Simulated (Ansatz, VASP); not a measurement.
**Cross-check of Te2Mo between VASP and Ansatz**

Aim: how closely do two programs agree when they are given the same cell, functional and k mesh? The structure shown is the start of the Ansatz relaxation below; VASP solves that cell, so the two are compared at the walk's first step.

Calculated with Ansatz 0.2.0; plane waves, with VASP 6.6.1 beside it; single point at PBEsol with D3(BJ).

## (1) Starting point

The cell holds 3 atoms: 1 Mo and 2 Te. Cell: a = 3.550 Å, b = 3.550 Å, c = 34.400 Å, α = 90.0°, β = 90.0°, γ = 120.0°. Vacuum lies along c.

## (2) Ansatz: relaxation, PBEsol with D3(BJ)

Ansatz runs on its default PAW (the set named soft_2) files.

The two programs are compared at the cell with which this relaxation starts, whose forces are those of its first step.

File input.yaml:

```yaml
crystal:
  lattice:
    - [3.55, 0.0, 0.0]
    - [-1.775, 3.0743901834, 0.0]
    - [0.0, 0.0, 34.4]
  atoms:
    - { symbol: Mo, position: [0.3333333333, 0.6666666667, 0.5] }
    - { symbol: Te, position: [0.6666666667, 0.3333333333, 0.5526162791] }
    - { symbol: Te, position: [0.6666666667, 0.3333333333, 0.4473837209] }
  periodic: [true, true, false]
kpoints:
  mp_grid: { grid: [9, 9, 1] }
hamiltonian:
  xc: pbesol
  dispersion: d3bj
scf:
  occupations: { method: fermi_dirac, width: 0.02 }
relax:
  f_tol: 0.01
  max_steps: 100
  cell: {}
```

Started as:

```bash
$ ansatz run input.yaml --threads 3 --pin off --max-ram 92160MiB --backend cuda --events-out ev --progress --plain --runs-dir out --devices 1 --max-vram 13GiB
```

Numbers of over 12 decimals in the logs are rounded to 6 here.

What it wrote:

```text
GPUs: using 1 of 1 available (devices: 1).
Engine: ansatz 0.2.0, x86_64-unknown-linux-gnu
Pseudopotentials: kind: paw
Pseudopotential: Mo, paw, valence charge 14, recommended cutoff 420 eV (normal), Mo.paw.azcp
Pseudopotential: Te, paw, valence charge 16, recommended cutoff 420 eV (normal), Te.paw.azcp
Functional definition: PBEsol
  exchange = pbesol_x
  correlation = pbesol_c
device memory: the entry about to start is reckoned to put 2.1 GiB on a device that reports 32.2 GiB free (of which the cap on the GPU budget leaves the run 13.0 GiB)
GPU FFT provider: cuFFT
GPU libraries: cuBLAS 13.8.2, cuFFT 12.4.0, cuSOLVER 12.3.4
Crystal: 3 atoms, lattice volume = 375.445 Å³
Basis set: ecut = 420 eV, 7249 PW (Γ), exchange–correlation on 48×48×480 points (8 copies of the dense FFT grid, shifted against one another)
Bands: 28, of which v1, the nominal top of the filled ones, is band 23 counted from 1 (22 counted from 0)
Symmetry: 12 space group operations
Space group: P-6m2 (ITA 187), of the structure as read, at distance tolerance 7.2e-5 Å
k-points: 12 of 81 (time reversal used)
Non-local potential: Mo, projectors of the file, l = 0: 3, l = 1: 2, l = 2: 2, l = 3: 1
Non-local potential: Te, projectors of the file, l = 0: 2, l = 1: 2, l = 2: 2, l = 3: 2
PAW form: soft (Blöchl's): semilocal exchange-correlation on the pseudo side does not see the compensation charge
PAW frozen core: Mo, regenerated for the run's functional, and the local potential with it (the file was generated under x = pbe(κ = 0.804, μ = 0.219515), c = pbe(β = 0.066725))
PAW frozen core: Te, regenerated for the run's functional, and the local potential with it (the file was generated under x = pbe(κ = 0.804, μ = 0.219515), c = pbe(β = 0.066725))
PAW one-centre angular grid: Mo, 590 points (default); XC on 64 Gauss nodes
PAW one-centre angular grid: Te, 590 points (default); XC on 64 Gauss nodes
Initial density: superposition of atomic densities (neutral atoms: chi_scale 0, normalization atom), corrected by the library's trained network
Initial wavefunctions: pseudopotential atomic-orbital guess
GPU buffer pool allocated for 138240 grid points (all kernels)
GPU transforms: local potential and band sums: pruned to the plane-wave sphere, on 24×24×240
Functional: x = pbesol(κ = 0.804, μ = 0.123457), c = pbesol(β = 0.046)
SCF iter   1: F=—  HF=-18702.256945 eV  |F-HF|=—  |Δ(HF+E_count)|=         —  Δρ=2.54e-3  dr2=1.35e-2  ethr=1.77e-3  ⟨swp⟩=17.9  Hψ=2648  notcnv=0
preconditioner: auto → Resta (q_TF=auto, 1.923 Å⁻¹)  ε∞=2.3  [insulator: Δε(μ)=1.113 eV  Ē_g=7.200 eV  σ=0.020 eV  W_gap=1.00  n_scr=20 (ndim 8)  ℏωp=8.1 eV  f_vac=0.773  D(μ)=0.00/eV (n_scr^D=0)  ε∞_Penn≈2.3  vacuum switching on, ρ_ref=3.8e-3 e/Å³]
SCF iter   2: F=—  HF=-18702.257856 eV  |F-HF|=—  |Δ(HF+E_count)|=   9.11e-4  Δρ=1.49e-3  dr2=1.45e-2  ethr=2.95e-5  ⟨swp⟩=4.5  Hψ=906  notcnv=0
SCF iter   3: F=—  HF=-18702.258971 eV  |F-HF|=—  |Δ(HF+E_count)|=   1.12e-3  Δρ=1.20e-3  dr2=1.16e-2  ethr=2.95e-5  ⟨swp⟩=4.1  Hψ=613  notcnv=0
SCF iter   4: F=—  HF=-18702.258392 eV  |F-HF|=—  |Δ(HF+E_count)|=   5.79e-4  Δρ=4.69e-4  dr2=3.72e-4  ethr=2.52e-5  ⟨swp⟩=2.8  Hψ=484  notcnv=0
SCF iter   5: F=—  HF=-18702.258714 eV  |F-HF|=—  |Δ(HF+E_count)|=   3.22e-4  Δρ=9.26e-5  dr2=8.21e-5  ethr=8.09e-7  ⟨swp⟩=4.8  Hψ=873  notcnv=0
SCF iter   6: F=—  HF=-18702.258957 eV  |F-HF|=—  |Δ(HF+E_count)|=   2.43e-4  Δρ=2.89e-5  dr2=3.81e-6  ethr=1.78e-7  ⟨swp⟩=2.3  Hψ=468  notcnv=0
SCF iter   7: F=—  HF=-18702.258959 eV  |F-HF|=—  |Δ(HF+E_count)|=   1.99e-6  Δρ=6.20e-6  dr2=2.07e-7  ethr=8.28e-9  ⟨swp⟩=3.8  Hψ=800  notcnv=0
SCF iter   8: F=-18702.258959 eV  HF=-18702.258959 eV  |F-HF|=3.71e-9  |Δ(HF+E_count)|=   4.44e-8  Δρ=1.60e-6  dr2=2.17e-8  ethr=2.17e-10  ⟨swp⟩=7.0  Hψ=1448  notcnv=0
SCF 1 converged in 8 iterations: F = -18702.258959 eV  dr2 = 2.17e-8
  greatest PAW one-centre occupation: 0.999 electrons in one spin orbital (limit 2), on the Mo atom at site 0 (counted from 0), in its partial waves of l = 0
relax step   1: F+E_penalty+E_count = -18702.25895883 eV  Δ(F+E_penalty+E_count) = +0.000e0 eV  max|allowed force component| = 4.734e-1 eV/Å  Δτ_max = 0.0000 Å  P = -4.052 N/m  Ω = 375.445 Å³  fix = [c, alpha, beta]  reactions: c -0.000 N/m  (8 SCF iters, dr2 threshold 1.00e-7 eV, accepted)
[...]
relax step   5: F+E_penalty+E_count = -18702.34242981 eV  Δ(F+E_penalty+E_count) = -1.051e-3 eV  max|allowed force component| = 2.123e-2 eV/Å  Δτ_max = 0.0105 Å  P = +0.016 N/m  Ω = 353.606 Å³  energy of the carried Pulay correction = +8.241e-4 eV  fix = [c, alpha, beta]  reactions: c +0.000 N/m  (7 SCF iters, dr2 threshold 1.82e-7 eV, accepted)
[...]
relax step   6: F+E_penalty+E_count = -18702.34247257 eV  Δ(F+E_penalty+E_count) = -4.276e-5 eV  max|allowed force component| = 1.603e-4 eV/Å  Δτ_max = 0.0018 Å  P = -0.000 N/m  Ω = 353.432 Å³  energy of the carried Pulay correction = +8.309e-4 eV  fix = [c, alpha, beta]  reactions: c -0.000 N/m  (5 SCF iters, dr2 threshold 2.82e-8 eV, accepted)
[...]
relax step   7: F+E_penalty+E_count = -18702.34162517 eV  Δ(F+E_penalty+E_count) = +8.474e-4 eV  max|allowed force component| = 2.963e-4 eV/Å  Δτ_max = 0.0000 Å  P = -0.001 N/m  Ω = 353.432 Å³  fix = [c, alpha, beta]  reactions: c -0.000 N/m  stress off target by 9.26e-4 N/m on what of the cell is left free  SCF on the basis re-selected at this cell (its energy is not comparable with the rows above)  (7 SCF iters)
basis re-selected at this cell: Δ(F+E_penalty+E_count) = +8.474e-4 eV, ΔP = -0.000 N/m vs the last step (what re-selecting the basis moved, of the pressure what is left beyond the Pulay correction that the steps carried, after the strain that the cell walked since its last selection, with what the two solves' SCF thresholds leave and, on support functions, any second-order correction that the steps lacked; it is no m [...]
SCF converged after 7 iterations
Free energy (F): -18702.341625 eV
Harris-Foulkes:  -18702.341625 eV  (|F-HF|=5.09e-11)
Internal energy: -18702.341625 eV  (E = F + TS)
E sigma→0 (E₀):  -18702.341625 eV
Fermi energy:    -4.250942 eV
--- Per-component energies (eV) ---
  E_band       = -1361.450327
  E_kinetic    = 807.210354
  E_local      = -129091.351564  (includes V_loc(G=0)·N_el)
  E_nonlocal   = -469.477222
  E_hartree    = 64369.194011
  E_xc         = -430.793620
  E_vxc        = -438.977810  (∫ρ·V_xc dr)
  E_paw        = -12314.449839  (= ΣΔE_a)
  E_vpaw       = -907.241676  (= ΣTr[D̂ρ^β])
  E_aug_tail   = -0.000308  (compensation charges beyond the density's cutoff)
  E_ewald      = 58427.446613
  E_disp       = -1.078980  (pairwise vdW)
  E_core_change = 0.958930  (= ΣΔE_core)
  E_smearing   = -0.000000  (= −TS)
  E_closure    = -0.000000  (closes the sum)
  Σ components = -18702.341625   (vs F -18702.341625, Δ=0.00e0)
--- Forces (eV/Å), atoms counted from 1 ---
  atom   1  Mo    -0.00000000     0.00000000     0.00000000
  atom   2  Te     0.00000000    -0.00000000     0.00029635
  atom   3  Te    -0.00000000    -0.00000000    -0.00029635
  max |Σ_I F_I| component: 1.85e-17 eV/Å
--- 2D stress c σ (N/m, compression-positive) ---
       -0.000926       0.000000       0.000000
       -0.000000      -0.000926       0.000000
        0.000000       0.000000      -0.000000
  P = ½ c Tr σ = -0.0009 N/m
--- Band table (eV; the first three rows and the last of 12) ---
  k-point 0: bands = [... 19 lower, -6.4587, -5.6452, -5.6452, -5.5894, -1.4536 (-1.4536°), -1.4536 (-1.4536°), -1.1586, -1.1586, ... 1 higher]
  k-point 1: bands = [... 19 lower, -6.3016, -5.8788, -5.6052, -5.5806, -2.1562, -2.1473, -1.5567 (-1.5567°), -1.3282, ... 1 higher]
  k-point 2: bands = [... 19 lower, -6.3838, -5.9880, -5.8796, -5.7269, -3.2616, -2.5791, -2.3196, -1.1237, ... 1 higher]
  k-point 11: bands = [... 19 lower, -8.0621, -7.8258, -6.7348, -4.8854, -3.5641, -3.1098, -2.1100, -0.4687, ... 1 higher]
  ° read free of the cell's end (the report's vacuum.weakly_bound_levels)
--- Relaxed structure (6 steps of the walk, 5 accepted, 1 SCFs on fresh bases) ---
  F+E_penalty+E_count = -18702.34162517 eV   max|allowed force component| = 2.963e-4 eV/Å   (the final SCF, on the basis selected at the relaxed cell)
  cell:  # Å, volume = 353.4317 Å³
    - [3.444357, 0, 0]
    - [-1.722179, 2.982901, 0]
    - [0, 0, 34.4]
  atoms:
    - { symbol: Mo, position: [0.333333, 0.666667, 0.5] }
    - { symbol: Te, position: [0.666667, 0.333333, 0.552782] }
    - { symbol: Te, position: [0.666667, 0.333333, 0.447218] }
```

The column dr2 measures how far the density is from self-consistency, as an energy; F and HF (Harris–Foulkes) agree once it is small.

## (3) VASP: single point, PBEsol with D3(BJ), start cell, pair 1

The same cell, functional, mesh and smearing now go to VASP, with its own data sets.

Lines of VASP's logs that name or quote its potential files are left out, and so is its time.

File INCAR:

```
SYSTEM = Te2Mo
PREC = Accurate
ENCUT = 400
EDIFF = 1E-06
NELM = 120
ISMEAR = -1
SIGMA = 0.02
LREAL = .FALSE.
ALGO = Normal
GGA = PS
IVDW = 12
NBANDS = 19
LASPH = .TRUE.
LORBIT = 11
LWAVE = .FALSE.
LCHARG = .FALSE.
ISIF = 2
LDIPOL = .TRUE.
IDIPOL = 3
DIPOL = 0.5 0.5 0.5
LVHAR = .TRUE.
GGA_COMPAT = .FALSE.
EFERMI = MIDGAP
NELMDL = -8
KPAR = 2
```

File POSCAR:

```
Te2Mo
1.0
    3.5500000000      0.0000000000      0.0000000000
   -1.7750000000      3.0743900000      0.0000000000
    0.0000000000      0.0000000000     34.4000000000
Mo Te
1 2
Direct
    0.3333332791      0.6666665582      0.5000000000
    0.6666667209      0.3333334418      0.5526162791
    0.6666667209      0.3333334418      0.4473837209
```

File KPOINTS:

```
Automatic mesh
0
Gamma
9 9 1
0 0 0
```

PAW data sets: Mo_sv and Te (PBE family, release 64).

Started as:

```bash
$ mpirun -np 2 vasp_std
```

What it wrote:

```text
[banner, memory and clock lines left out]
running    2 mpi-ranks, on    1 nodes
 distrk:  each k-point on    1 cores,    2 groups
 distr:  one band on    1 cores,    1 groups

 POSCAR found type information on POSCAR MoTe
 POSCAR found :  2 types and       3 ions
|                                                                             |
|               ----> ADVICE to this user running VASP <----                  |
|                                                                             |
|     You enforced a specific xc type in the INCAR file but a different       |
|     [... a line on the potential file left out ...]
|     I HOPE YOU KNOW WHAT YOU ARE DOING!                                     |
|                                                                             |

 LDA part: xc-table for (Slater+PW92), standard interpolation
 POSCAR, INCAR and KPOINTS ok, starting setup
 FFT: planning ... GRIDC
 FFT: planning ... GRID_SOFT
 FFT: planning ... GRID
 WAVECAR not read
 entering main loop
       N       E                     dE             d eps       ncg     rms          rms(c)
DAV:   1     0.121369225161E+03    0.12137E+03   -0.10759E+04   648   0.791E+02
DAV:   2    -0.943343655515E+01   -0.13080E+03   -0.12819E+03   659   0.173E+02
DAV:   3    -0.201694649203E+02   -0.10736E+02   -0.10658E+02   650   0.452E+01
DAV:   4    -0.203844459441E+02   -0.21498E+00   -0.21461E+00   659   0.669E+00
DAV:   5    -0.203866985019E+02   -0.22526E-02   -0.22524E-02   616   0.769E-01
DAV:   6    -0.203867727046E+02   -0.74203E-04   -0.74202E-04   670   0.109E-01
DAV:   7    -0.203867734350E+02   -0.73038E-06   -0.73026E-06   622   0.112E-02
DAV:   8    -0.203867734510E+02   -0.16073E-07   -0.16009E-07   499   0.151E-03    0.153E+01
DAV:   9    -0.199296499222E+02    0.45712E+00   -0.56306E+00   473   0.133E+01    0.624E+00
DAV:  10    -0.199000829253E+02    0.29567E-01   -0.57258E+00   477   0.114E+01    0.476E+00
DAV:  11    -0.195880740803E+02    0.31201E+00   -0.14866E+00   480   0.623E+00    0.142E+00
DAV:  12    -0.195906947370E+02   -0.26207E-02   -0.12259E-01   568   0.186E+00    0.900E-01
DAV:  13    -0.195831672920E+02    0.75274E-02   -0.36429E-02   500   0.108E+00    0.230E-01
DAV:  14    -0.195830785649E+02    0.88727E-04   -0.11708E-03   579   0.205E-01    0.108E-01
[...]
DAV:  19    -0.195836242573E+02   -0.16323E-03   -0.11576E-05   576   0.155E-02    0.532E-03
DAV:  20    -0.195837448820E+02   -0.12062E-03   -0.64726E-06   549   0.965E-03    0.641E-03
DAV:  21    -0.195837829802E+02   -0.38098E-04   -0.78999E-07   471   0.262E-03    0.264E-03
DAV:  22    -0.195837994114E+02   -0.16431E-04   -0.39391E-07   436   0.232E-03    0.173E-03
DAV:  23    -0.195838129563E+02   -0.13545E-04   -0.37289E-07   436   0.194E-03    0.107E-03
DAV:  24    -0.195838160048E+02   -0.30485E-05   -0.49265E-08   357   0.925E-04    0.613E-04
DAV:  25    -0.195838176668E+02   -0.16619E-05   -0.31399E-08   325   0.608E-04    0.195E-04
DAV:  26    -0.195838183016E+02   -0.63481E-06   -0.12715E-08   296   0.306E-04
   1 F= -.20598062E+02 E0= -.20598062E+02  d E =-.850293E-13
```

From OUTCAR (step 3):

```text
ion  position               nearest neighbor table
   1  0.333  0.667  0.500-   2 2.73   3 2.73   2 2.73   3 2.73   2 2.73   3 2.73
   2  0.667  0.333  0.553-   1 2.73   1 2.73   1 2.73   3 3.62
   3  0.667  0.333  0.447-   1 2.73   1 2.73   1 2.73   2 3.62

  LATTYP: Found a hexagonal cell.
 ALAT       =     3.5500000000
 C/A-ratio  =     9.6901408451

 Subroutine GETGRP returns: Found 12 space group operations
 (whereof 12 operations were pure point group operations)

The static configuration has the point symmetry D_3h.

 Found     12 irreducible k-points:

   k-points           NKPTS =     12   k-points in BZ     NKDIM =     12   number of bands    NBANDS=     19

   dimension x,y,z NGX =    24 NGY =   24 NGZ =  224
   dimension x,y,z NGXF=    48 NGYF=   48 NGZF=  448

   ENCUT  =  400.0 eV  29.40 Ry    5.42 a.u.   5.79  5.79 56.10*2*pi/ulx,y,z

   NELECT =      26.0000    total number of electrons

 k-points in reciprocal lattice and weights: Automatic mesh
   0.00000000  0.00000000  0.00000000       0.012
   0.11111111  0.00000000  0.00000000       0.074
   0.22222222 -0.00000000  0.00000000       0.074
   0.33333333 -0.00000000  0.00000000       0.074
   0.44444444 -0.00000000  0.00000000       0.074
   0.11111111  0.11111111  0.00000000       0.074
   0.22222222  0.11111111  0.00000000       0.148
   0.33333333  0.11111111  0.00000000       0.148
   0.44444444  0.11111111  0.00000000       0.074
   0.22222222  0.22222222  0.00000000       0.074
   0.33333333  0.22222222  0.00000000       0.148
   0.33333333  0.33333333  0.00000000       0.025

 dipolmoment           0.000000      0.000000      0.000000 electrons x Angstroem

 average (electrostatic) potential at core
       1 -83.5790       2 -96.2294       3 -96.2294

 E-fermi :  -1.8504

 k-point     1 :       0.0000    0.0000    0.0000
  band No.  band energies     occupation
    ...
      9      -4.0270      2.00000
     10      -4.0270      2.00000
     11      -3.2539      2.00000
     12      -3.2539      2.00000
     13      -2.8509      2.00000
     14       0.6764      0.00000
     15       0.6764      0.00000
     16       0.9523      0.00000
     17       0.9523      0.00000
     18       1.9222      0.00000
    ...

 k-point     2 :       0.1111    0.0000    0.0000
  band No.  band energies     occupation
    ...
      9      -4.3992      2.00000
     10      -3.8899      2.00000
     11      -3.4695      2.00000
     12      -3.1400      2.00000
     13      -2.8728      2.00000
     14       0.0723      0.00000
     15       0.1058      0.00000
     16       0.6071      0.00000
     17       0.8133      0.00000
     18       2.1883      0.00000
    ...

 k-point     3 :       0.2222   -0.0000    0.0000
  band No.  band energies     occupation
    ...
      9      -5.0778      2.00000
     10      -3.9346      2.00000
     11      -3.5210      2.00000
     12      -3.4032      2.00000
     13      -3.0816      2.00000
     14      -0.7975      0.00000
     15      -0.2578      0.00000
     16      -0.0743      0.00000
     17       1.0542      0.00000
     18       2.6846      0.00000
    ...

 Edisp (eV)   -1.01424

  Total      -2.80661    -2.80661    -1.71335     0.00000     0.00000     0.00000
  in kB     -11.97695   -11.97695    -7.31159     0.00000     0.00000     0.00000
  external pressure =      -10.42 kB  Pullay stress =        0.00 kB

  energy-cutoff  :      400.00
  volume of cell :      375.44
      direct lattice vectors                 reciprocal lattice vectors
     3.550000000  0.000000000  0.000000000     0.281690141  0.162633888  0.000000000
    -1.775000000  3.074390000  0.000000000     0.000000000  0.325267777  0.000000000
     0.000000000  0.000000000 34.400000000     0.000000000  0.000000000  0.029069767

 POSITION                                       TOTAL-FORCE (eV/Angst)
 -----------------------------------------------------------------------------------
      0.00000      2.04959     17.20000         0.000000      0.000000      0.000000
      1.77500      1.02480     19.01000        -0.000000     -0.000000     -0.444868
      1.77500      1.02480     15.39000        -0.000000     -0.000000      0.444868
 -----------------------------------------------------------------------------------
    total drift:                                0.000000      0.000481     -0.000000

  FREE ENERGIE OF THE ION-ELECTRON SYSTEM (eV)
  ---------------------------------------------------
  free  energy   TOTEN  =       -20.5980623636 eV

  energy  without entropy=      -20.5980623636  energy(sigma->0) =      -20.59806236

 vacuum level on the upper side and lower side of the slab         2.557         2.557

 total charge
# of ion       s       p       d       tot
------------------------------------------
    1        2.252   6.141   3.958  12.352
    2        1.384   1.969   0.058   3.412
    3        1.384   1.969   0.058   3.412
--------------------------------------------------
tot          5.020  10.080   4.075  19.175

[... 3 further parts left out ...]
```

## (4) Side by side

Known differences besides the potentials themselves: Ansatz cuts the interaction across the vacuum, VASP repeats the sheet with a dipole correction; the data sets hold 46 valence electrons in Ansatz (on its default PAW (the set named soft_2) files) and 26 in VASP; the cutoff is 420 eV in Ansatz and 400 eV in VASP; Ansatz makes its cores anew for this functional, VASP keeps those of its PBE data sets. Total energies have different zeros and are not compared.

Forces (eV/Å; atoms numbered as in POSCAR):

```tsv
atom	Ansatz x, y, z	VASP x, y, z
Mo1	0.000, 0.000, 0.000	0.000, 0.000, 0.000
Te2	0.000, 0.000, -0.473	0.000, 0.000, -0.445
Te3	0.000, 0.000, 0.473	0.000, 0.000, 0.445
```

The forces differ by 13 meV/Å r.m.s., which is 6.4 % of the r.m.s. force of 0.210 eV/Å (both taken over all components). With vacuum in the cell, a pressure given here is an average over mostly empty space and none of the material.

[end of part 1 of 2]

[Lines on the potential files, build, host, timing and source positions are cut from VASP's logs without a mark.]

[Logs are printed without paths, hosts, clocks, repeated set-up lines and the standing remarks that a program may print on its own settings, such as how far it seeks lower states.]

[Hosts, paths, dates, database ids (printed as entryN), source tags and the programs' standing remarks are cut or masked in the printed files.]
